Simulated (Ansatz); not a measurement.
# Pb (P6_3/mmc) in Ansatz: equation of state

Aim: energy against volume of Pb in PBEsol, for its equilibrium volume and stiffness.

Everything below comes from runs of Ansatz 0.2.0. Logs are shortened: lines on timing, memory, paths and dates and some standing lists are left out, and cuts for length are marked.

## 1. The crystal as given

The structure is hexagonal, space group P6_3/mmc (No. 194). Conventional cell: a = 3.524 Å, b = 3.524 Å, c = 11.495 Å, α = 90.00°, β = 90.00°, γ = 120.00°. Around Pb (site symmetry -6m2) lie 12 Pb at 3.52 Å. Pb (site symmetry -3m) has 12 Pb at 3.52 Å as nearest neighbours.

This isn't the form of Pb at room conditions, which is fcc.

## 2. Single point, PBEsol, 29.06 Å³/atom (volume scaled by 0.94)

File input.yaml:

```yaml
crystal:
  lattice:
    - [3.452420115, 0.0, 0.0]
    - [-1.7262100576, 2.9898835242, 0.0]
    - [0.0, 0.0, 11.2605791934]
  atoms:
    - { symbol: Pb, position: [0.6666666667, 0.3333333333, 0.75] }
    - { symbol: Pb, position: [0.0, 0.0, 0.5] }
    - { symbol: Pb, position: [0.3333333333, 0.6666666667, 0.25] }
    - { symbol: Pb, position: [0.0, 0.0, 0.0] }
hamiltonian:
  xc: pbesol
  pseudopotentials: { kind: paw }
kpoints:
  mp_grid: { grid: [9, 9, 3] }
scf:
  occupations: { method: fermi_dirac, width: 0.05 }
output:
  forces: true
  stress: true
  eigenvalues: true
  write_density: true
  write_potential: true
  elf: true
  volumetric_format: npy
```

Potentials or basis: Ansatz PAW.

Started as:

```console
> ansatz run input.yaml --threads 2 --pin off --max-ram 5632MiB --backend cpu --events-out ev --progress --plain --runs-dir out
```

Log:

```text
Warning: RAYON_NUM_THREADS=2 ignored (pool sized by the plan → 2); use --threads N
Engine: ansatz 0.2.0, x86_64-unknown-linux-gnu
Pseudopotentials: kind: paw
Pseudopotential: Pb, paw, valence charge 14, recommended cutoff 420 eV (normal), Pb.paw.azcp
Functional definition: PBEsol
  exchange = pbesol_x
  correlation = pbesol_c
Crystal: 4 atoms, lattice volume = 116.235 Å³
Basis set: ecut = 420 eV, 2269 PW (Γ), exchange–correlation on 48×48×160 points (8 copies of the dense FFT grid, shifted against one another)
Bands: 34, of which v1, the nominal top of the filled ones, is band 28 counted from 1 (27 counted from 0)
Symmetry: 24 space group operations
Space group: P63/mmc (ITA 194), of the structure as read, at distance tolerance 4.9e-5 Å
k-points: 24 of 243
Non-local potential: Pb, projectors of the file, l = 0: 2, l = 1: 2, l = 2: 2, l = 3: 2
PAW form: soft (Blöchl's): semilocal exchange-correlation on the pseudo side does not see the compensation charge
PAW frozen core: Pb, regenerated for the run's functional, and the local potential with it (the file was generated under x = pbe(κ = 0.804, μ = 0.2195149727645171), c = pbe(β = 0.06672455060314922))
PAW one-centre angular grid: Pb, 590 points (default); XC on 64 Gauss nodes
Initial density: superposition of atomic densities (neutral atoms: chi_scale 0, normalization atom), corrected by the library's trained network
Initial wavefunctions: pseudopotential atomic-orbital guess
Functional: x = pbesol(κ = 0.804, μ = 0.12345679012345678), c = pbesol(β = 0.046)
SCF iter   1: F=—  HF=-47019.794922 eV  |F-HF|=—  |Δ(HF+E_count)|=         —  Δρ=2.44e-3  dr2=1.05e-2  ethr=1.77e-3  ⟨swp⟩=8.7  Hψ=4309  notcnv=0  defer=1
preconditioner: auto → Kerker (q_TF=auto, 2.416 Å⁻¹)  [metal: Δε(μ)=0.141 eV  Ē_g=16.221 eV  σ=0.050 eV  W_gap=0.45  n_scr=38 (ndim 8)  ℏωp=25.8 eV  f_vac=0.000  D(μ)=0.90/eV (n_scr^D=4)]
SCF iter   2: F=—  HF=-47019.792915 eV  |F-HF|=—  |Δ(HF+E_count)|=   2.01e-3  Δρ=1.29e-3  dr2=4.04e-3  ethr=1.88e-5  ⟨swp⟩=2.0  Hψ=1317  notcnv=0  defer=3
SCF iter   3: F=—  HF=-47019.791735 eV  |F-HF|=—  |Δ(HF+E_count)|=   1.18e-3  Δρ=2.54e-4  dr2=2.73e-4  ethr=7.22e-6  ⟨swp⟩=2.9  Hψ=1473  notcnv=0  defer=3
SCF iter   4: F=—  HF=-47019.791683 eV  |F-HF|=—  |Δ(HF+E_count)|=   5.13e-5  Δρ=4.51e-5  dr2=6.26e-6  ethr=4.88e-7  ⟨swp⟩=2.0  Hψ=928  notcnv=0  defer=3
SCF iter   5: F=—  HF=-47019.791677 eV  |F-HF|=—  |Δ(HF+E_count)|=   6.20e-6  Δρ=1.25e-5  dr2=2.38e-7  ethr=1.12e-8  ⟨swp⟩=2.0  Hψ=988  notcnv=0  defer=3
SCF iter   6: F=-47019.791677 eV  HF=-47019.791677 eV  |F-HF|=8.46e-9  |Δ(HF+E_count)|=   9.42e-9  Δρ=4.01e-6  dr2=2.57e-8  ethr=1.79e-10  ⟨swp⟩=11.7  Hψ=6068  notcnv=0
SCF 1 converged in 6 iterations: F = -47019.791677 eV  dr2 = 2.57e-8
SCF converged after 6 iterations
Free energy (F): -47019.791677 eV
Harris-Foulkes:  -47019.791677 eV  (|F-HF|=8.46e-9)
Internal energy: -47019.783695 eV  (E = F + TS)
E sigma→0 (E₀):  -47019.787686 eV
Entropy (-TS):   -0.007982 eV (-1.996 meV/atom)
Fermi energy:    11.417537 eV
--- Per-component energies (eV) ---
  E_band       = -120.547523
  E_kinetic    = 1159.028588
  E_local      = -3953.717064  (includes V_loc(G=0)·N_el)
  E_nonlocal   = 1406.677360
  E_hartree    = 1571.235918
  E_xc         = -877.568039
  E_vxc        = -533.015430  (∫ρ·V_xc dr)
  E_paw        = -41022.841920  (= ΣΔE_a)
  E_vpaw       = -1341.992093  (= ΣTr[D̂ρ^β])
  E_aug_tail   = 0.000177  (compensation charges beyond the density's cutoff)
  E_ewald      = -5302.847181
  E_core_change = 0.248466  (= ΣΔE_core)
  E_smearing   = -0.007982  (= −TS)
  E_closure    = -0.000000  (closes the sum)
  Σ components = -47019.791677   (vs F -47019.791677, Δ=0.00e0)
--- Forces (eV/Å), atoms counted from 1 ---
  atom   1  Pb     0.00000000    -0.00000000     0.00000000
  atom   2  Pb     0.00000000    -0.00000000     0.00000000
  atom   3  Pb     0.00000000     0.00000000     0.00000000
  atom   4  Pb     0.00000000     0.00000000    -0.00000000
  max |Σ_I F_I| component: 3.70e-17 eV/Å
--- Stress (GPa, compression-positive) ---
        1.242057      -0.000000       0.000000
       -0.000000       1.242057       0.000000
        0.000000       0.000000       1.863832
  P = ⅓ Tr σ = 1.4493 GPa (14.493 kbar)
--- Band table (eV; the first three rows and the last of 24) ---
  k-point 0: bands = ["-5.6678", "-5.6517", "-5.6241", "-5.6241", "-5.6070", "-5.6064", "-5.6002", "-5.6002", "-5.5916", "-5.5916", "-5.5395", "-5.5395", "-5.4691", "-5.4691", "-5.4394", "-5.4394", "-5.3676", "-5.3676", "-5.3075", "-5.3075", "-0.6309", "0.6114", "0.6539", "3.2759", "6.9901", "12.2508", "12.2572", "17.2177", "17.2177", "18.0576", "18.0576", "18.1266", "18.1266", "19.1317"]
  k-point 1: bands = ["-5.6641", "-5.6561", "-5.6191", "-5.6191", "-5.6076", "-5.6076", "-5.6065", "-5.6061", "-5.5797", "-5.5797", "-5.5545", "-5.5545", "-5.4620", "-5.4620", "-5.4478", "-5.4478", "-5.3487", "-5.3487", "-5.3197", "-5.3197", "-0.4907", "-0.0688", "1.5840", "2.6553", "7.9059", "9.8575", "14.9128", "17.3274", "17.3274", "17.6228", "17.6376", "17.6376", "18.5868", "18.5868"]
  k-point 2: bands = ["-5.6584", "-5.6543", "-5.6209", "-5.6165", "-5.6105", "-5.5935", "-5.5886", "-5.5744", "-5.5702", "-5.5685", "-5.5326", "-5.5077", "-5.4944", "-5.4787", "-5.4332", "-5.4308", "-5.3806", "-5.3702", "-5.3325", "-5.3043", "-0.4098", "0.8293", "0.8718", "3.4412", "7.2512", "12.3647", "12.3647", "15.0695", "16.1334", "16.2161", "16.3693", "17.5026", "17.5495", "17.6451"]
  k-point 23: bands = ["-5.6869", "-5.6869", "-5.6486", "-5.6077", "-5.5608", "-5.5608", "-5.5136", "-5.4925", "-5.4925", "-5.4905", "-5.4712", "-5.4712", "-5.4130", "-5.4130", "-5.3934", "-5.3934", "-5.3324", "-5.3136", "-5.3112", "-5.3112", "4.2340", "4.2660", "4.2660", "4.3778", "8.6572", "8.6572", "9.1177", "9.9361", "9.9361", "10.0380", "10.9953", "10.9953", "13.6575", "14.5114"]
```

Run time: 2.7 s. Hardware: 2 threads of Intel Xeon 6975P-C (Granite Rapids), shared host; peak memory 0.46 GiB.

What came out:

- Free energy: -47019.7917 eV
- Pressure: 1.4 GPa
- Band gap on the k mesh: none (metal or under the smearing width)

Caveat: the PAW data sets come from PBE, with cores solved anew for the run's functional, which leaves a small shift of forces and pressure.

## 3. Single point, PBEsol, 29.68 Å³/atom (volume scaled by 0.96)

Changes to input.yaml since step 2:

```diff
@@ -2,5 +2,5 @@
   lattice:
-    - [3.452420115, 0.0, 0.0]
-    - [-1.7262100576, 2.9898835242, 0.0]
-    - [0.0, 0.0, 11.2605791934]
+    - [3.4767337338, 0.0, 0.0]
+    - [-1.7383668669, 3.0109397357, 0.0]
+    - [0.0, 0.0, 11.3398816597]
   atoms:
```

Potentials or basis: Ansatz PAW.

Started as:

```console
> ansatz run input.yaml --threads 2 --pin off --max-ram 5632MiB --backend cpu --events-out ev --progress --plain --runs-dir out
```

It took 2.7 s on 2 threads of Intel Xeon 6975P-C (Granite Rapids), shared host; peak memory 0.46 GiB.

The run converged. Its results:

```yaml
Free_energy: -47019.8053 eV
Pressure: 0.3 GPa
Band_gap_on_the_k_mesh: none (metal or under the smearing width)
```

Caveat: the PAW data sets come from PBE, with cores solved anew for the run's functional, which leaves a small shift of forces and pressure.

## 4. Single point, PBEsol, 30.30 Å³/atom (volume scaled by 0.98)

Changes to input.yaml since step 3:

```diff
@@ -2,5 +2,5 @@
   lattice:
-    - [3.4767337338, 0.0, 0.0]
-    - [-1.7383668669, 3.0109397357, 0.0]
-    - [0.0, 0.0, 11.3398816597]
+    - [3.5007119655, 0.0, 0.0]
+    - [-1.7503559828, 3.0317054935, 0.0]
+    - [0.0, 0.0, 11.4180902115]
   atoms:
@@ -21,5 +21 @@
   eigenvalues: true
-  write_density: true
-  write_potential: true
-  elf: true
-  volumetric_format: npy
```

Started as:

```console
> ansatz run input.yaml --threads 2 --pin off --max-ram 5632MiB --backend cpu --events-out ev --progress --plain --runs-dir out
```

Run time: 2.3 s. Hardware: 2 threads of Intel Xeon 6975P-C (Granite Rapids), shared host; peak memory 0.45 GiB.

Results (log left out):

| Item | Value |
| --- | --- |
| Free energy | -47019.8028 eV |
| Pressure | -0.6 GPa |
| Band gap on the k mesh | none (metal or under the smearing width) |

Caveat: the PAW data sets come from PBE, with cores solved anew for the run's functional, which leaves a small shift of forces and pressure.

## 5. Single point, PBEsol, 30.91 Å³/atom

Changes to input.yaml since step 4:

```diff
@@ -2,5 +2,5 @@
   lattice:
-    - [3.5007119655, 0.0, 0.0]
-    - [-1.7503559828, 3.0317054935, 0.0]
-    - [0.0, 0.0, 11.4180902115]
+    - [3.5243661423, 0.0, 0.0]
+    - [-1.7621830712, 3.0521906115, 0.0]
+    - [0.0, 0.0, 11.49524181]
   atoms:
```

Started as:

```console
> ansatz run input.yaml --threads 2 --pin off --max-ram 5632MiB --backend cpu --events-out ev --progress --plain --runs-dir out
```

Run time: 1.9 s. Hardware: 2 threads of Intel Xeon 6975P-C (Granite Rapids), shared host; peak memory 0.46 GiB.

The run converged. Its results:

```yaml
Free_energy: -47019.7860 eV
Pressure: -1.5 GPa
Band_gap_on_the_k_mesh: none (metal or under the smearing width)
```

Caveat: the PAW data sets come from PBE, with cores solved anew for the run's functional, which leaves a small shift of forces and pressure.

## 6. Single point, PBEsol, 31.53 Å³/atom (volume scaled by 1.02)

Changes to input.yaml since step 5:

```diff
@@ -2,5 +2,5 @@
   lattice:
-    - [3.5243661423, 0.0, 0.0]
-    - [-1.7621830712, 3.0521906115, 0.0]
-    - [0.0, 0.0, 11.49524181]
+    - [3.5477069956, 0.0, 0.0]
+    - [-1.7738534979, 3.0724043834, 0.0]
+    - [0.0, 0.0, 11.5713714578]
   atoms:
```

Potentials or basis: Ansatz PAW.

Started as:

```console
> ansatz run input.yaml --threads 2 --pin off --max-ram 5632MiB --backend cpu --events-out ev --progress --plain --runs-dir out
```

It took 2.7 s on 2 threads of Intel Xeon 6975P-C (Granite Rapids), shared host; peak memory 0.46 GiB.

Results (log left out):

```
Free energy            : -47019.7565 eV
Pressure               : -2.3 GPa
Band gap on the k mesh : none (metal or under the smearing width)
```

Caveat: the PAW data sets come from PBE, with cores solved anew for the run's functional, which leaves a small shift of forces and pressure.

## 7. Single point, PBEsol, 32.15 Å³/atom (volume scaled by 1.04)

Changes to input.yaml since step 6:

```diff
@@ -2,5 +2,5 @@
   lattice:
-    - [3.5477069956, 0.0, 0.0]
-    - [-1.7738534979, 3.0724043834, 0.0]
-    - [0.0, 0.0, 11.5713714578]
+    - [3.5707446996, 0.0, 0.0]
+    - [-1.7853723498, 3.0923556203, 0.0]
+    - [0.0, 0.0, 11.646512339]
   atoms:
```

Started as:

```console
> ansatz run input.yaml --threads 2 --pin off --max-ram 5632MiB --backend cpu --events-out ev --progress --plain --runs-dir out
```

It took 2.3 s on 2 threads of Intel Xeon 6975P-C (Granite Rapids), shared host; peak memory 0.45 GiB.

It converged, with:

```
Free energy            : -47019.7156 eV
Pressure               : -3.0 GPa
Band gap on the k mesh : none (metal or under the smearing width)
```

Caveat: the PAW data sets come from PBE, with cores solved anew for the run's functional, which leaves a small shift of forces and pressure.

## 8. Single point, PBEsol, 32.77 Å³/atom (volume scaled by 1.06)

Changes to input.yaml since step 7:

```diff
@@ -2,5 +2,5 @@
   lattice:
-    - [3.5707446996, 0.0, 0.0]
-    - [-1.7853723498, 3.0923556203, 0.0]
-    - [0.0, 0.0, 11.646512339]
+    - [3.5934889096, 0.0, 0.0]
+    - [-1.7967444549, 3.112052684, 0.0]
+    - [0.0, 0.0, 11.7206959463]
   atoms:
```

Potentials or basis: Ansatz PAW.

Started as:

```console
> ansatz run input.yaml --threads 2 --pin off --max-ram 5632MiB --backend cpu --events-out ev --progress --plain --runs-dir out
```

Log:

```text
Warning: RAYON_NUM_THREADS=2 ignored (pool sized by the plan → 2); use --threads N
Engine: ansatz 0.2.0, x86_64-unknown-linux-gnu
Pseudopotentials: kind: paw
Pseudopotential: Pb, paw, valence charge 14, recommended cutoff 420 eV (normal), Pb.paw.azcp
Functional definition: PBEsol
  exchange = pbesol_x
  correlation = pbesol_c
Crystal: 4 atoms, lattice volume = 131.074 Å³
Basis set: ecut = 420 eV, 2523 PW (Γ), exchange–correlation on 50×50×160 points (8 copies of the dense FFT grid, shifted against one another)
Bands: 34, of which v1, the nominal top of the filled ones, is band 28 counted from 1 (27 counted from 0)
Symmetry: 24 space group operations
Space group: P63/mmc (ITA 194), of the structure as read, at distance tolerance 5.1e-5 Å
k-points: 24 of 243
Non-local potential: Pb, projectors of the file, l = 0: 2, l = 1: 2, l = 2: 2, l = 3: 2
PAW form: soft (Blöchl's): semilocal exchange-correlation on the pseudo side does not see the compensation charge
PAW frozen core: Pb, regenerated for the run's functional, and the local potential with it (the file was generated under x = pbe(κ = 0.804, μ = 0.2195149727645171), c = pbe(β = 0.06672455060314922))
PAW one-centre angular grid: Pb, 590 points (default); XC on 64 Gauss nodes
Initial density: superposition of atomic densities (neutral atoms: chi_scale 0, normalization atom), corrected by the library's trained network
Initial wavefunctions: pseudopotential atomic-orbital guess
Functional: x = pbesol(κ = 0.804, μ = 0.12345679012345678), c = pbesol(β = 0.046)
SCF iter   1: F=—  HF=-47019.667921 eV  |F-HF|=—  |Δ(HF+E_count)|=         —  Δρ=1.97e-3  dr2=9.61e-3  ethr=1.77e-3  ⟨swp⟩=8.4  Hψ=4068  notcnv=0  defer=1
preconditioner: auto → Resta (q_TF=auto, 2.368 Å⁻¹)  ε∞=3.3  [insulator: Δε(μ)=0.219 eV  Ē_g=15.846 eV  σ=0.050 eV  W_gap=0.72  n_scr=38 (ndim 8)  ℏωp=24.3 eV  f_vac=0.000  D(μ)=1.06/eV (n_scr^D=4)  ε∞_Penn≈3.3]
SCF iter   2: F=—  HF=-47019.665095 eV  |F-HF|=—  |Δ(HF+E_count)|=   2.83e-3  Δρ=7.96e-4  dr2=1.22e-3  ethr=1.72e-5  ⟨swp⟩=2.5  Hψ=1681  notcnv=0  defer=3
SCF iter   3: F=—  HF=-47019.664741 eV  |F-HF|=—  |Δ(HF+E_count)|=   3.53e-4  Δρ=1.45e-4  dr2=3.65e-5  ethr=2.17e-6  ⟨swp⟩=2.0  Hψ=1428  notcnv=0  defer=3
SCF iter   4: F=—  HF=-47019.664741 eV  |F-HF|=—  |Δ(HF+E_count)|=   2.73e-7  Δρ=4.62e-5  dr2=4.24e-6  ethr=6.51e-8  ⟨swp⟩=2.0  Hψ=980  notcnv=0  defer=3
iter 5 did not close the SCF: its close was put off for the readings that it lacked (scf_convergence_deferred on its scf_iter line)
SCF iter   5: F=-47019.664741 eV  HF=-47019.664741 eV  |F-HF|=1.27e-9  |Δ(HF+E_count)|=   1.20e-7  Δρ=7.30e-6  dr2=6.73e-8  ethr=7.58e-9  ⟨swp⟩=2.8  Hψ=1420  notcnv=0  defer=3
SCF iter   6: F=-47019.664741 eV  HF=-47019.664741 eV  |F-HF|=0.00e0  |Δ(HF+E_count)|=   7.50e-9  Δρ=1.45e-6  dr2=1.97e-9  ethr=1.20e-10  ⟨swp⟩=5.3  Hψ=3661  notcnv=0
SCF 1 converged in 6 iterations: F = -47019.664741 eV  dr2 = 1.97e-9
SCF converged after 6 iterations
Free energy (F): -47019.664741 eV
Harris-Foulkes:  -47019.664741 eV  (|F-HF|=0.00e0)
Internal energy: -47019.655054 eV  (E = F + TS)
E sigma→0 (E₀):  -47019.659897 eV
Entropy (-TS):   -0.009687 eV (-2.422 meV/atom)
Fermi energy:    9.654304 eV
--- Per-component energies (eV) ---
  E_band       = -213.251059
  E_kinetic    = 1151.804778
  E_local      = -4272.251511  (includes V_loc(G=0)·N_el)
  E_nonlocal   = 1406.493573
  E_hartree    = 1684.839092
  E_xc         = -874.080305
  E_vxc        = -528.366375  (∫ρ·V_xc dr)
  E_paw        = -41022.034867  (= ΣΔE_a)
  E_vpaw       = -1340.611617  (= ΣTr[D̂ρ^β])
  E_aug_tail   = 0.000208  (compensation charges beyond the density's cutoff)
  E_ewald      = -5094.674489
  E_core_change = 0.248466  (= ΣΔE_core)
  E_smearing   = -0.009687  (= −TS)
  E_closure    = -0.000000  (closes the sum)
  Σ components = -47019.664741   (vs F -47019.664741, Δ=0.00e0)
--- Forces (eV/Å), atoms counted from 1 ---
  atom   1  Pb    -0.00000000    -0.00000000    -0.00000000
  atom   2  Pb     0.00000000     0.00000000     0.00000000
  atom   3  Pb     0.00000000     0.00000000     0.00000000
  atom   4  Pb    -0.00000000    -0.00000000     0.00000000
  max |Σ_I F_I| component: 9.25e-18 eV/Å
--- Stress (GPa, compression-positive) ---
       -3.699234      -0.000000       0.000000
       -0.000000      -3.699234       0.000000
        0.000000       0.000000      -3.397660
  P = ⅓ Tr σ = -3.5987 GPa (-35.987 kbar)
--- Band table (eV; the first three rows and the last of 24) ---
  k-point 0: bands = ["-7.3198", "-7.3144", "-7.3003", "-7.3003", "-7.2854", "-7.2854", "-7.2727", "-7.2690", "-7.2652", "-7.2652", "-7.2218", "-7.2218", "-7.1810", "-7.1810", "-7.1726", "-7.1726", "-7.1085", "-7.1085", "-7.0704", "-7.0704", "-1.5810", "-0.5065", "-0.4596", "1.6300", "5.8269", "10.3062", "10.3148", "14.8079", "14.8079", "15.5148", "15.5148", "15.5950", "15.5950", "16.4505"]
  k-point 1: bands = ["-7.3184", "-7.3157", "-7.2971", "-7.2971", "-7.2900", "-7.2900", "-7.2717", "-7.2699", "-7.2558", "-7.2558", "-7.2351", "-7.2351", "-7.1779", "-7.1779", "-7.1733", "-7.1733", "-7.0974", "-7.0974", "-7.0786", "-7.0786", "-1.4576", "-1.0887", "0.3195", "1.1778", "6.5466", "8.2020", "12.6797", "14.9014", "14.9014", "15.0982", "15.1657", "15.1657", "15.9799", "15.9799"]
  k-point 2: bands = ["-7.3186", "-7.3138", "-7.2961", "-7.2902", "-7.2785", "-7.2761", "-7.2631", "-7.2616", "-7.2557", "-7.2509", "-7.2179", "-7.1995", "-7.1993", "-7.1900", "-7.1629", "-7.1611", "-7.1167", "-7.1106", "-7.0864", "-7.0683", "-1.3866", "-0.3180", "-0.2710", "1.7745", "6.0549", "10.3867", "10.3886", "12.9145", "13.8369", "13.9364", "14.0965", "15.0473", "15.0582", "15.1132"]
  k-point 23: bands = ["-7.3327", "-7.3327", "-7.3085", "-7.2806", "-7.2436", "-7.2436", "-7.2180", "-7.2032", "-7.2004", "-7.2004", "-7.1795", "-7.1795", "-7.1308", "-7.1308", "-7.1234", "-7.1234", "-7.0878", "-7.0741", "-7.0731", "-7.0731", "2.4602", "2.4610", "2.4610", "2.5516", "7.2964", "7.2964", "7.6621", "8.4016", "8.4016", "8.4267", "9.3404", "9.3404", "11.6966", "12.5101"]
```

Wall time 2.1 s (2 threads of Intel Xeon 6975P-C (Granite Rapids), shared host); peak memory 0.47 GiB.

Results:

- Free energy: -47019.6647 eV
- Pressure: -3.6 GPa
- Band gap on the k mesh: none (metal or under the smearing width)

Caveat: the PAW data sets come from PBE, with cores solved anew for the run's functional, which leaves a small shift of forces and pressure.

## 9. Equation of state, PBEsol

Potentials or basis: Ansatz PAW.

No new run: the results of the series are fitted here.

Results:

| Quantity | Value |
| --- | --- |
| Equilibrium volume | 29.88 Å³/atom |
| Bulk modulus at fixed shape and positions | 48 GPa |
| Pressure derivative of the bulk modulus | 4.7 |

Energy against volume, from the lowest point:
| volume (Å³/atom) | energy (meV/atom) |
| --- | --- |
| 29.059 | 3.41 |
| 29.677 | 0.00 |
| 30.295 | 0.62 |
| 30.914 | 4.83 |
| 31.532 | 12.21 |
| 32.150 | 22.42 |
| 32.769 | 35.14 |

Caveat: the cell was scaled at fixed shape and fractional positions, which overstates the stiffness of a crystal with free parameters, most of all of layers and chains. The run has no spin-orbit coupling, so splittings on Pb are missing.
